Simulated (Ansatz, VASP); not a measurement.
**Zn: VASP beside Ansatz**

INCAR

```
SYSTEM = Zn
PREC = Accurate
ENCUT = 520
EDIFF = 1E-6
ISMEAR = -1
SIGMA = 0.05
LREAL = .False.
LASPH = .True.
NELM = 100
ALGO = Normal
ISIF = 2
LWAVE = .False.
LCHARG = .False.
GGA = PE
NBANDS = 12
```

The input KPOINTS:

```
Automatic mesh
0
Gamma
  17 17 17
  0 0 0
```

Contents of POSCAR:

```
Zn
1.0
   -1.5505705374      1.5505705374      1.5505705374
    1.5505705374     -1.5505705374      1.5505705374
    1.5505705374      1.5505705374     -1.5505705374
Zn
1
Direct
    0.0000000000      0.0000000000      0.0000000000
```

Input for Ansatz:

```yaml
crystal:
  lattice:
    - [-1.5505705374, 1.5505705374, 1.5505705374]
    - [1.5505705374, -1.5505705374, 1.5505705374]
    - [1.5505705374, 1.5505705374, -1.5505705374]
  atoms:
    - { symbol: Zn, position: [0.0, 0.0, 0.0] }
kpoints:
  mp_grid: { grid: [17, 17, 17] }
scf:
  occupations: { method: fermi_dirac, width: 0.05 }
hamiltonian:
  xc: pbe
  pseudopotentials: { kind: all_electron, lapw: { basis_error: 0.001 } }
output:
  forces: true
  stress: true
  eigenvalues: true
```

Change from the starting cell: volume scaled by 0.97.

Alike in both runs: task single point; functional PBE; k mesh 17 × 17 × 17; occupations fermi-dirac, width 0.05 eV; no spin polarisation.

|  | VASP | Ansatz |
| --- | --- | --- |
| version | VASP 6.6.1 | Ansatz 0.2.0 |
| potentials or method | VASP PAW PBE potentials, release 64 (Zn) | all-electron LAPW, scalar-relativistic |
| plane-wave cutoff (eV) | 520 | see its input |

```tsv
	VASP	Ansatz	Ansatz less VASP
pressure (GPa)	2.5	2.1	-0.38
```

Ansatz ran all-electron here, so the differences hold the error of VASP's frozen core and of both bases.
